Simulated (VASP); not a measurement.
**TaN: equation of state with PBEsol**

The system is TaN.

```
CELL_PARAMETERS angstrom
2.93800 0.00000 0.00000
-1.46900 2.54438 0.00000
0.00000 0.00000 2.88300
ATOMIC_POSITIONS crystal
Ta 0.00000 0.00000 0.50000
N 0.66667 0.33333 0.00000
```

* Program: VASP 6.6.1
* Task: equation of state
* Functional: PBEsol
* Potentials or basis: VASP PAW PBE potentials, release 64 (Ta_pv, N)
* Cutoff: 520 eV
* k mesh: 10 × 10 × 9
* Occupations: fermi-dirac, width 0.05 eV
* Spin: no spin polarisation
* Ladder: free
* Further INCAR settings: ALGO = Normal; EDIFF = 1e-07; NBANDS = 15

* Equilibrium volume: 10.66 Å³/atom
* Bulk modulus at fixed shape and positions: 364 GPa
* Pressure derivative of the bulk modulus: 4.4

Energy against volume, from the lowest point:
| volume (Å³/atom) | energy (meV/atom) |
| --- | --- |
| 10.129 | 31.50 |
| 10.345 | 9.95 |
| 10.560 | 0.00 |
| 10.776 | 0.47 |
| 10.991 | 10.30 |
| 11.207 | 28.50 |
| 11.422 | 54.23 |

All runs of the series together: 90 s on 1 thread of Intel(R) Xeon(R) Platinum 8259CL CPU @ 2.50GHz (Skylake/Cascade Lake) (shared host).

Caveat: the cell was scaled at fixed shape and fractional positions, which overstates the stiffness of a crystal with free parameters, most of all of layers and chains; the PAW data sets were made with another functional, which shifts forces and pressure a little. The run has no spin-orbit coupling, so splittings on Ta are missing.
